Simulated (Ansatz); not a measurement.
Levels of theory on InSb (COD cell start)

The compound was started in one structure type and brought to zero pressure at each level (plane-wave PAW code Ansatz, Gaussian smearing of 0.05 eV, scalar-relativistic unless SOC, spin–orbit coupling, is named).

The start was a cell as deposited in COD.

The cell at PBEsol (neighbours within 15 % of each site's shortest distance, so a longer bond may be listed from one end only): The structure is orthorhombic, space group Pmmn (No. 59). The conventional cell has a = 5.688 Å, b = 5.756 Å, c = 3.253 Å, α = 90.00°, β = 90.00°, γ = 90.00°. In (site symmetry mm2) has 4 Sb at 3.02 to 3.03 Å and 2 In at 3.25 Å as nearest neighbours. Sb (site symmetry mm2) is surrounded by 4 In at 3.02 to 3.03 Å and 2 Sb at 3.25 Å.

```csv
level,cutoff (eV),k-mesh,final group,a (Å),b (Å),c (Å),V (Å³/atom),gap (eV),B0 (GPa),E_f (eV/atom)
PBEsol,420,6×6×10,Pmmn,5.688,5.756,3.253,26.62,metal,53,-0.01
PBE,420,6×6×10,Immm,3.290,5.619,6.117,28.27,metal,46,0.00
```

Volumes against PBE: PBEsol −5.8 %. The magnetic state or the space group differs between PBEsol, PBE, so their volumes reflect that as well as the functional. Groups are found with a tolerance of 0.05 Å; strictly, PBE has Pmmn, a slight lowering. The levels end in different space groups, so their lattice constants may refer to different conventional cells.

The PAW datasets were made for PBE. E_f is the formation energy from the elements run alike, at 0 K, without zero-point energy; it is good to about 0.01 eV/atom as a calculation.

All runs used the PAW datasets of the set soft_2.
